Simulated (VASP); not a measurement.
C in VASP 6.6.1, single-point calculation

INCAR

```
PREC = Medium
SIGMA = 0.005
LCHARG = .FALSE.
NSW = 0
ISMEAR = 0
ENCUT = 520
GGA = PE
NELM = 62
IBRION = -1
NBANDS = 11
LWAVE = .FALSE.
LREAL = .FALSE.
ISIF = 2
EDIFF = 1E-7
LASPH = .TRUE.
```

KPOINTS

```
KPOINTS created by Atomic Simulation Environment
0
Gamma
12 12 12
0 0 0
```

POSCAR

```
C
 1.0000000000000000
     0.0000000000000000    1.7623229010999999    1.7840813067000001
     1.7623229010999999    0.0000000000000000    1.7840813067000001
     1.7623229010999999    1.7623229010999999    0.0000000000000000
 C
   2
Cartesian
  0.0000000000000000  0.0000000000000000  0.0000000000000000
  0.8811614505499999  0.8811614505499999  0.8920406533500000
```

The recommended PBE PAW datasets give the neutral cell 8 valence electrons.

Command

```
mpirun -np 1 vasp_std
```

Q: Predict the outcome of this run.

A: It converged. Results: gap between bands v and c on the k mesh 4.05 eV; least direct gap on the k mesh 5.54 eV; pressure 13.3 GPa. Band v is the last that the valence electrons fill when counted band by band, and c is the next.

OSZICAR

```
N       E                     dE             d eps       ncg     rms          rms(c)
DAV:   1     0.450905069947E+00    0.45091E+00   -0.48123E+03  3680   0.721E+02
DAV:   2    -0.184871202162E+02   -0.18938E+02   -0.18395E+02  4606   0.124E+02
DAV:   3    -0.188531622245E+02   -0.36604E+00   -0.36516E+00  4195   0.131E+01
DAV:   4    -0.188537467739E+02   -0.58455E-03   -0.58454E-03  3856   0.654E-01
DAV:   5    -0.188537474186E+02   -0.64468E-06   -0.64470E-06  4125   0.206E-02    0.573E+00
DAV:   6    -0.183398326448E+02    0.51391E+00   -0.26816E-01  3670   0.367E+00    0.342E+00
DAV:   7    -0.181669513363E+02    0.17288E+00   -0.32622E-01  3856   0.409E+00    0.796E-01
DAV:   8    -0.181688359718E+02   -0.18846E-02   -0.90959E-03  3748   0.716E-01    0.444E-02
DAV:   9    -0.181688747557E+02   -0.38784E-04   -0.62036E-05  4244   0.635E-02    0.251E-02
DAV:  10    -0.181688954577E+02   -0.20702E-04   -0.15105E-05  3799   0.345E-02    0.539E-03
DAV:  11    -0.181688955458E+02   -0.88139E-07   -0.25640E-07  4396   0.460E-03
   1 F= -.18168896E+02 E0= -.18168896E+02  d E =-.101307E-68
```

For comparison, a separate PBE run of the intended cell, on usual settings and not on those above, gives a gap of 4.05 eV on its mesh and a pressure of 13.3 GPa.
